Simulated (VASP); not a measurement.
A run of VASP 6.6.1 is set up as follows.

File INCAR:

```
SYSTEM = GaSb
PREC = Accurate
ENCUT = 600
EDIFF = 1E-7
ISMEAR = 0
SIGMA = 0.03
LREAL = .False.
LASPH = .True.
NELM = 80
ALGO = Normal
ISIF = 2
LWAVE = .False.
LCHARG = .False.
METAGGA = R2SCAN
LMIXTAU = .True.
IBRION = 2
NSW = 40
EDIFFG = -0.01
```

File KPOINTS:

```
Automatic mesh
0
Gamma
  10 10 10
  0 0 0
```

POSCAR

```
GaSb                                    
1.0
    0.0000000000      3.0873452863      3.0873452863
    3.0873452863      0.0000000000      3.0873452863
    3.0873452863      3.0873452863      0.0000000000
  Ga              Sb            
     1     1
Direct
     0.0000000000000000    0.0000000000000000    0.0000000000000000
     0.2500000000000000    0.2500000000000000    0.2500000000000000
```

Potentials or basis: VASP PAW PBE potentials, release 64 (Ga_d, Sb).

The run is started by

```bash
$ cat potpaw_PBE.64/Ga_d/POTCAR potpaw_PBE.64/Sb/POTCAR > POTCAR
$ mpirun -np 1 vasp_std > vasp.out
```

Q: Estimate the band gap on the k mesh.

A: 0.24 eV, direct.

Final structure:
```xyz
2
Lattice="0.0000 3.0873 3.0873 3.0873 0.0000 3.0873 3.0873 3.0873 0.0000" Properties=species:S:1:pos:R:3 pbc="T T T"
Ga    0.0000    0.0000    0.0000
Sb    1.5437    1.5437    1.5437
```

Caveat: the relaxation stopped at its first step, so nothing moved; spin-orbit coupling is left out, which moves the levels of the heavy elements. A k mesh can miss the band edges.
